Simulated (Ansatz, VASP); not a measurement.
## Cs: VASP beside Ansatz

INCAR

```
PREC = Accurate
ENCUT = 520
EDIFF = 1E-7
ISMEAR = -1
SIGMA = 0.1
LREAL = F
LASPH = T
NELM = 100
ALGO = Fast
ISIF = 2
LWAVE = F
LCHARG = F
GGA = PE
NBANDS = 10
```

File KPOINTS:

```
Automatic mesh
0
Gamma
  6 6 6
```

The input POSCAR:

```
Cs
1.0
   -2.6746926637      2.6746926637      3.9849288503
    2.6746926637     -2.6746926637      3.9849288503
    2.6746926637      2.6746926637     -3.9849288503
Cs
1
Direct
    0.0000000000      0.0000000000      0.0000000000
```

Input for Ansatz:

```yaml
crystal:
  lattice:
    - [-2.674692663654681, 2.674692663654681, 3.984928850296343]
    - [2.674692663654681, -2.674692663654681, 3.984928850296343]
    - [2.674692663654681, 2.674692663654681, -3.984928850296343]
  atoms:
    - { symbol: Cs, position: [0.0, 0.0, 0.0] }
basis:
  ecutwfc: 421.77648681281397
kpoints:
  mp_grid:
    grid: [6, 6, 6]
hamiltonian:
  xc: pbe
scf:
  occupations:
    method: fermi_dirac
    width: 0.1
output:
  stress: true
```

This isn't the form of Cs at room conditions, which is bcc.

Alike in both runs: task single point; functional PBE; k mesh 6 × 6 × 6; occupations fermi-dirac, width 0.1 eV; no spin polarisation.

```csv
,VASP,Ansatz
version,VASP 6.6.1,Ansatz 0.2.0
potentials or method,"VASP PAW PBE potentials, release 64 (Cs_sv)","plane waves, PAW"
plane-wave cutoff (eV),520,422
valence electrons in the cell,9,9
```

```tsv
	VASP	Ansatz	Ansatz less VASP
pressure (GPa)	0.1	0.1	+0.01
```

Spin-orbit coupling is left out, which matters for the levels of Cs.
